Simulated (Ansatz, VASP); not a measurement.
# Si in VASP and in Ansatz

```
Si
1.0
     0.00000    2.73500    2.73500
     2.73500    0.00000    2.73500
     2.73500    2.73500    0.00000
Si
2
Direct
  0.00000 0.00000 0.00000
  0.25000 0.25000 0.25000
```

Alike in both runs: task single point; functional PBE; k mesh 6 × 6 × 6; occupations fermi-dirac, width 0.02 eV; non-collinear spin, spin-orbit coupling.

|  | VASP | Ansatz |
| --- | --- | --- |
| version | VASP 6.6.1 | Ansatz 0.2.0 development build |
| potentials or method | VASP PAW PBE potentials, release 64 (Si) | plane waves, norm-conserving pseudopotentials |
| plane-wave cutoff (eV) | 520 | 490 |
| valence electrons in the cell | 8 | 8 |

```csv
,VASP,Ansatz,Ansatz less VASP
gap on the k mesh at the Fermi level (eV),0.73,0.73,-0.002
net moment per atom (μB),0.00,0.00,0.000
```

Ansatz warned: «stress_scf_threshold_loose».
